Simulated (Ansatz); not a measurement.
Crystal: SiNi3.

```
CELL_PARAMETERS angstrom
3.54200 0.00000 0.00000
0.00000 3.54200 0.00000
0.00000 0.00000 3.54200
ATOMIC_POSITIONS crystal
Ni 0.50000 0.50000 0.00000
Ni 0.50000 0.00000 0.50000
Ni 0.00000 0.50000 0.50000
Si 0.00000 0.00000 0.00000
```

Base run:

| Item | Value |
| --- | --- |
| Program | Ansatz 0.2.0 |
| Functional | PBE |
| Potentials or basis | Ansatz PAW |
| Cutoff | 420 eV (not typed: the program's choice for these potentials) |
| k mesh | 6 × 6 × 6 |
| Occupations | fermi-dirac, width 0.05 eV |
| Spin | collinear spin, ferromagnetic start |
| Starting moments | [0.2666666667, 0.2666666667, 0.2666666667, 0.0] μB |
| Fixed moment | 0.8 μB |

Its results: pressure -5.2 GPa; site moments Ni +0.28; Si -0.00 μB.

Task: The run is repeated on the same cell with these changes: fixed moment from 0.8 μB to 2.2 μB; moments at the start from [0.27, 0.27, 0.27, 0.0] to [0.73, 0.73, 0.73, 0.0]. What comes out?

Result: Pressure -1.5 GPa; site moments Ni +0.71; Si +0.06 μB.

Caveats: the total moment is fixed, so each spin has its own Fermi level; the thresholds are loose for stress.
